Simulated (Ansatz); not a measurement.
All-electron LAPW in Ansatz 0.2.0 under PBE, scalar-relativistic, energies extrapolated to zero smearing. Slabs are 1×1 cells cut from bulk crystals relaxed on PAW files, with atoms then relaxed, 16 to 20 Å of vacuum, a dipole correction, k spacings of 0.16 to 0.26 Å⁻¹ and smearing of 0.02 to 0.1 eV, without spin–orbit coupling or spin polarisation. The bulk type named needn't be the stable one, and no reconstruction is allowed.

```
                    slab  area (Å²)  γ (J/m²)  Φ (eV)  Δd12 (%)
  bcc Cs (111), 5 layers      65.60      0.08    2.02     -12.8
hcp Cs (11-20), 2 layers      84.80      0.07    1.87         ?
  bcc Cs (100), 3 layers      37.88      0.07    2.01         ?
```

Q: Give the missing entry: row "bcc Cs (100), 3 layers", column "Δd12 (%)".

A: 2.3.

Q: Fill in "Δd12 (%)" for the row "hcp Cs (11-20), 2 layers".

A: -6.8.
